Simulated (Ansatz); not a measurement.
# Mn (Mn, simple cubic): the cost of one run

Method: DFT RPBE, plane waves (420 eV) with PAW, scalar-relativistic; PAW files made under PBE, frozen cores solved again for the functional, in Ansatz 0.2.0.

**1. Starting point**

It takes space group Pm-3m (No. 221, cubic). The conventional cell has a = 2.332 Å, b = 2.332 Å, c = 2.332 Å, α = 90.00°, β = 90.00°, γ = 90.00°. Mn (site symmetry m-3m) has 6 Mn at 2.33 Å as nearest neighbours.

Structure file:

```
Mn
1.0
     2.33246    0.00000    0.00000
     0.00000    2.33246    0.00000
     0.00000    0.00000    2.33246
Mn
1
Direct
  0.00000 0.00000 0.00000
```

Starting moments (μB): +3.

**2. Geometry optimisation**

input.yaml reads:

```yaml
crystal:
  lattice:
    - [2.3324620846, 0.0, 0.0]
    - [0.0, 2.3324620846, 0.0]
    - [0.0, 0.0, 2.3324620846]
  atoms:
    - { symbol: Mn, position: [0.0, 0.0, 0.0], spin: 3.0 }
hamiltonian:
  xc: rpbe
  pseudopotentials:
    kind: paw
    azcp:
      Mn: "pseudopotentials/Mn.paw.azcp"
basis:
  ecutwfc: 420
  fft_grid_basis: typed
kpoints:
  mp_grid: { grid: [13, 13, 13], shift: [0, 0, 0] }
magnetization:
  spin_polarized: true
scf:
  occupations: { method: fermi_dirac, width: 0.05 }
relax:
  max_steps: 60
  f_tol: 0.01
  cell: {}
```

**Question.** How long does this run take on 2 threads of Arm Neoverse V1, shared host, and how much memory does it need?

About 7.2 s, with a peak of 0.27 GiB.
